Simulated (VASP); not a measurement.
## VASP 6.6.1, r²SCAN single-point calculation, H4C (strained database structure)

INCAR

```
LELF = .TRUE.
SIGMA = 0.01
NSW = 0
IBRION = -1
ISMEAR = 0
PREC = Accurate
NBANDS = 12
ISIF = 2
ENCUT = 520
LWAVE = .FALSE.
LASPH = .TRUE.
ALGO = Normal
NELM = 120
LREAL = .FALSE.
EDIFF = 1E-7
LCHARG = .TRUE.
METAGGA = R2SCAN
```

KPOINTS

```
KPOINTS created by Atomic Simulation Environment
0
Gamma
8 8 8
0 0 0
```

KPOINTS_OPT

```
special points
4
Reciprocal
0.0000000000 0.0000000000 0.0000000000 1
0.5000000000 -0.5000000000 0.5000000000 1
0.0000000000 0.0000000000 0.5000000000 1
0.2500000000 0.2500000000 0.2500000000 1
```

POSCAR

```
H  C
 1.0000000000000000
    -2.3304054661000002    2.2526877391000002    2.2526877391000002
     2.3304054661000002   -2.2526877391000002    2.2526877391000002
     2.3304054661000002    2.2526877391000002   -2.2526877391000002
 H   C
   4   1
Cartesian
  1.7018063760994666  1.6239127951939147 -1.6239127951939147
 -1.7018063760994666  1.6239127951939147  1.6239127951939147
  1.7018063760994664 -1.6239127951939145  1.6239127951939145
  0.6285990900005339  0.6287749439060856  0.6287749439060857
 -0.0000000000000000 -0.0000000000000000  0.0000000000000000
```

VASP ran with the recommended PBE PAW datasets (8 valence electrons in the cell).

Command

```
mpirun -np 1 vasp_std
```

From OUTCAR

```
k-points           NKPTS =     59   k-points in BZ     NKDIM =     59   number of bands    NBANDS=     12

   NELECT =       8.0000    total number of electrons

   dimension x,y,z NGX =    30 NGY =   30 NGZ =   30
   dimension x,y,z NGXF=    60 NGYF=   60 NGZF=   60

  energy-cutoff  :      520.00
  volume of cell :       47.30
      direct lattice vectors                 reciprocal lattice vectors
    -2.330405466  2.252687739  2.252687739     0.000000000  0.221957083  0.221957083
     2.330405466 -2.252687739  2.252687739     0.214554938  0.000000000  0.221957083
     2.330405466  2.252687739 -2.252687739     0.214554938  0.221957083  0.000000000

 k-points in reciprocal lattice and weights: KPOINTS created by Atomic Simulation Env
   0.00000000  0.00000000  0.00000000       0.002
   0.12500000  0.00000000  0.00000000       0.008
   0.25000000  0.00000000  0.00000000       0.008
   0.37500000  0.00000000  0.00000000       0.008
   0.50000000  0.00000000  0.00000000       0.004
  -0.00000000  0.12500000  0.00000000       0.016
   0.12500000  0.12500000  0.00000000       0.031
   0.25000000  0.12500000 -0.00000000       0.031
   ...

 E-fermi :  -6.4713

 k-point     1 :       0.0000    0.0000    0.0000
  band No.  band energies     occupation
      1     -15.7960      2.00000
      2      -6.5761      2.00000
      3      -6.5761      2.00000
      4      -6.5567      2.00000
      5       1.9255      0.00000
      6       6.7402      0.00000
      7       6.7402      0.00000
      8       6.9783      0.00000
      9      11.5969      0.00000
     10      12.0673      0.00000
     11      12.3261      0.00000
     12      12.6207      0.00000

 k-point     2 :       0.1250    0.0000    0.0000
  band No.  band energies     occupation
      1     -15.7343      2.00000
      2      -6.7928      2.00000
      3      -6.6330      2.00000
      4      -6.5835      2.00000
      5       2.2652      0.00000
      6       6.4115      0.00000
      7       6.7948      0.00000
      8       7.1425      0.00000
      9      10.6401      0.00000
     10      11.0417      0.00000
     11      13.0764      0.00000
     12      13.7708      0.00000

 k-point     3 :       0.2500    0.0000    0.0000
  band No.  band energies     occupation
      1     -15.5783      2.00000
      2      -7.2862      2.00000
      3      -6.8107      2.00000
      4      -6.6019      2.00000
      5       3.0439      0.00000
      6       5.7975      0.00000
      7       6.2951      0.00000
      8       8.2584      0.00000
      9      10.3502      0.00000
     10      10.7048      0.00000
     11      14.8663      0.00000
     12      14.9372      0.00000

 k-point     4 :       0.3750    0.0000    0.0000
  band No.  band energies     occupation
      1     -15.4101      2.00000
      2      -7.7528      2.00000
      3      -6.9777      2.00000
      4      -6.6203      2.00000
      5       3.6397      0.00000
      6       5.3239      0.00000
      7       6.1225      0.00000
      8       9.8275      0.00000
      9      10.8086      0.00000
     10      10.8636      0.00000
     11      12.9184      0.00000
     12      14.5980      0.00000

 k-point     5 :       0.5000    0.0000    0.0000
  band No.  band energies     occupation
      1     -15.3365      2.00000
      2      -7.9414      2.00000
      3      -7.0441      2.00000
      4      -6.6281      2.00000
      5       3.7558      0.00000
      6       5.1534      0.00000
      7       6.2945      0.00000
      8      10.9875      0.00000
      9      10.9882      0.00000
     10      11.2884      0.00000
     11      11.8086      0.00000
     12      13.8958      0.00000

 k-point     6 :      -0.0000    0.1250    0.0000
  band No.  band energies     occupation
      1     -15.7362      2.00000
      2      -6.7881      2.00000
      3      -6.6451      2.00000
      4      -6.5685      2.00000
      5       2.2553      0.00000
      6       6.5531      0.00000
      7       6.6157      0.00000
      8       7.2653      0.00000
      9      10.3802      0.00000
     10      11.2202      0.00000
     11      13.3247      0.00000
     12      13.7433      0.00000

 k-point     7 :       0.1250    0.1250    0.0000
  band No.  band energies     occupation
      1     -15.6271      2.00000
      2      -7.1344      2.00000
      3      -6.7266      2.00000
      4      -6.6362      2.00000
      5       2.8352      0.00000
      6       6.1055      0.00000
      7       6.3013      0.00000
      8       7.9793      0.00000
      9       9.7380      0.00000
     10      11.4816      0.00000
     11      13.6793      0.00000
     12      15.2262      0.00000

 k-point     8 :       0.2500    0.1250   -0.0000
  band No.  band energies     occupation
      1     -15.4633      2.00000
      2      -7.5578      2.00000
      3      -6.9351      2.00000
      4      -6.6785      2.00000
      5       3.6238      0.00000
      6       5.5749      0.00000
      7       5.9482      0.00000
      8       9.2269      0.00000
      9       9.7570      0.00000
     10      11.9196      0.00000
     11      13.2460      0.00000
     12      15.3207      0.00000

 k-point     9 :       0.3750    0.1250    0.0000
  band No.  band energies     occupation
      1     -15.3398      2.00000
      2      -7.8420      2.00000
      3      -7.0948      2.00000
      4      -6.6976      2.00000
      5       3.9881      0.00000
      6       5.2706      0.00000
      7       6.0849      0.00000
      8      10.0042      0.00000
      9      10.5527      0.00000
     10      11.9443      0.00000
     11      12.4407      0.00000
     12      14.0755      0.00000

 k-point    10 :      -0.0000    0.2500    0.0000
  band No.  band energies     occupation
      1     -15.5848      2.00000
      2      -7.2920      2.00000
      3      -6.8042      2.00000
      4      -6.5771      2.00000
      5       3.0178      0.00000
      6       6.0048      0.00000
      7       6.2258      0.00000
      8       8.3512      0.00000
      9      10.0410      0.00000
     10      10.8064      0.00000
     11      14.5232      0.00000
     12      15.0846      0.00000

 k-point    11 :       0.1250    0.2500    0.0000
  band No.  band energies     occupation
      1     -15.4680      2.00000
      2      -7.5680      2.00000
      3      -6.9252      2.00000
      4      -6.6602      2.00000
      5       3.6211      0.00000
      6       5.7403      0.00000
      7       5.8723      0.00000
      8       9.2717      0.00000
      9       9.6207      0.00000
     10      11.8894      0.00000
     11      13.2058      0.00000
     12      15.0847      0.00000

 k-point    12 :       0.2500    0.2500    0.0000
  band No.  band energies     occupation
      1     -15.3460      2.00000
      2      -7.7133      2.00000
      3      -7.1865      2.00000
      4      -6.7443      2.00000
      5       4.3074      0.00000
      6       5.4958      0.00000
      7       5.7109      0.00000
      8       9.7830      0.00000
      9       9.9474      0.00000
     10      11.8724      0.00000
     11      13.3032      0.00000
     12      14.2138      0.00000

 k-point    13 :       0.3750    0.2500    0.0000
  band No.  band energies     occupation
      1     -15.2938      2.00000
      2      -7.7130      2.00000
      3      -7.3695      2.00000
      4      -6.7666      2.00000
      5       4.5153      0.00000
      6       5.3995      0.00000
      7       5.8643      0.00000
      8       9.7171      0.00000
      9      10.3852      0.00000
     10      11.2419      0.00000
     11      13.9509      0.00000
     12      14.2921      0.00000

 k-point    14 :      -0.1250    0.2500    0.0000
  band No.  band energies     occupation
      1     -15.6318      2.00000
      2      -7.1251      2.00000
      3      -6.7361      2.00000
      4      -6.6181      2.00000
      5       2.8110      0.00000
      6       6.2374      0.00000
      7       6.2520      0.00000
      8       8.0630      0.00000
      9       9.6418      0.00000
     10      11.5805      0.00000
     11      13.5882      0.00000
     12      14.6462      0.00000

 k-point    15 :      -0.0000    0.3750    0.0000
  band No.  band energies     occupation
      1     -15.4218      2.00000
      2      -7.7679      2.00000
      3      -6.9543      2.00000
      4      -6.5855      2.00000
      5       3.6491      0.00000
      6       5.5668      0.00000
      7       6.0358      0.00000
      8       9.9059      0.00000
      9      10.4766      0.00000
     10      10.8814      0.00000
     11      12.7693      0.00000
     12      14.2089      0.00000

 ...

  Total        0.0424268      0.0358319      0.0358319      0.0000000      0.0000000      0.0000000
  in kB        1.4370010      1.2136326      1.2136326      0.0000000      0.0000000      0.0000000
  external PRESSURE =       1.2880888 kB  Pullay stress =       0.0000000 kB

 POSITION                                       TOTAL-FORCE (eV/Angst)
 -----------------------------------------------------------------------------------
      1.70181      1.62391     -1.62391        -0.014304     -0.015714      0.015714
      2.95900      1.62391      1.62391         0.014304     -0.015714     -0.015714
      1.70181     -1.62391      1.62391        -0.014304      0.015714     -0.015714
      0.62860      0.62877      0.62877         0.014304      0.015714      0.015714
      0.00000      0.00000      0.00000        -0.000000      0.000000     -0.000000
 -----------------------------------------------------------------------------------
    total drift:                               -0.000000     -0.000000     -0.000001

  FREE ENERGIE OF THE ION-ELECTRON SYSTEM (eV)
  ---------------------------------------------------
  free  energy   TOTEN  =       -25.0362839027 eV

  energy  without entropy=      -25.0362839027  energy(sigma->0) =      -25.03628390
```

```json
{"gap between bands v and c": "8.48 eV", "least direct gap": "8.48 eV", "pressure": "0.1 GPa", "largest force": "0.03 eV/Å"}
```

Band v is the last that the valence electrons fill when counted band by band, and c is the next.

The run took about 89 s on one core of a shared host (Intel Xeon Platinum 8488C) and held 0.18 GiB at most.
